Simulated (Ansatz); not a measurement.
# ZrN (rocksalt type): the cost of one run

Computed with Ansatz 0.2.0 (DFT, PBE, PAW with Ansatz's default frozen-core files, scalar-relativistic, unless a step's input says otherwise).

### 1 The starting structure

The structure is cubic, space group Fm-3m (No. 225). The conventional cell has a = 4.309 Å, b = 4.309 Å, c = 4.309 Å, α = 90.00°, β = 90.00°, γ = 90.00°. Around Zr (site symmetry m-3m) lie 6 N at 2.15 Å. Around N (site symmetry m-3m) lie 6 Zr at 2.15 Å.

Coordinates:

```
CELL_PARAMETERS angstrom
0.00000 2.15443 2.15443
2.15443 0.00000 2.15443
2.15443 2.15443 0.00000
ATOMIC_POSITIONS crystal
Zr 0.00000 0.00000 0.00000
N 0.50000 0.50000 0.50000
```

Atoms are numbered in the order of the input: Zr1, N2.

### 2 Cell relaxed at zero pressure, PAW

input.yaml reads:

```yaml
crystal:
  lattice:
    - [0.0, 2.15443469, 2.15443469]
    - [2.15443469, 0.0, 2.15443469]
    - [2.15443469, 2.15443469, 0.0]
  atoms:
    - { symbol: Zr, position: [0.0, 0.0, 0.0] }
    - { symbol: "N", position: [0.5, 0.5, 0.5] }
kpoints:
  mp_grid: { grid: [16, 16, 16] }
scf:
  occupations: { method: fermi_dirac, width: 0.05 }
hamiltonian:
  xc: pbe
  pseudopotentials: { kind: paw }
output:
  forces: true
  stress: true
  write_density: true
  write_potential: true
  elf: true
  volumetric_format: npy
relax:
  f_tol: 0.005
  max_steps: 40
  cell: {}
```

Command:

```
> ansatz run input.yaml --threads 1 --pin off --max-ram 3584MiB --backend cpu --events-out ev --progress --plain --runs-dir out
```

What time and memory should one allow on 1 thread of Arm Neoverse V2, shared host?

About 24 s, with a peak of 0.35 GiB.
